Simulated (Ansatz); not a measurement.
Moving the Hubbard U on Cu d in CuCl2

The cell as given:

Space group P4/mmm (No. 123). a = 4.521 Å, b = 4.521 Å, c = 4.318 Å, α = 90.00°, β = 90.00°, γ = 90.00°
```tsv
atom	site	symmetry	x	y	z
Cu	1a	4/mmm	0.0000	0.0000	0.0000
Cl	2f	mmm.	0.0000	0.5000	0.0000
```

Measurements of this composition are mostly on another form, of space group No. 12.

Kept alike: task relaxation of cell and atoms; functional PBEsol; k mesh 6 × 6 × 6; occupations fermi-dirac, width 0.05 eV; no spin polarisation. Program: Ansatz, Ansatz PAW, cutoff 420 eV. The mesh is that of the run's cell of 3 atoms. No spin-orbit coupling.

```csv
"Hubbard U on Cu d, U (eV)",volume (Å³/atom),first edge of the run's cell (Å),third edge of the run's cell (Å)
0,30.194,4.452,4.570
1,30.195,4.456,4.562
2,30.173,4.460,4.550
3,30.141,4.465,4.536
4,30.205,4.470,4.536
5,30.040,4.476,4.498
6,28.939,4.481,4.325
8,29.116,4.496,4.322
```

U acts here on a shell without spin polarisation. The relaxations keep at least the cell's symmetry (P4/mmm). For a metal such a mesh leaves the last digits unconverged. Relaxations stop with a little pressure left, so the last digits of a volume or edge aren't settled. How U acts hangs on the program's projectors. All rows use potentials made for PBE. U is the effective U - J on orthogonalised atomic projectors. Double counting: fully localised limit (the default).

The volume runs from 28.939 (6) to 30.205 Å³/atom (4). The first edge of the run's cell rises from 4.452 to 4.496 Å between 0 and 8 eV. The third edge of the run's cell runs from 4.322 (8) to 4.570 Å (0).
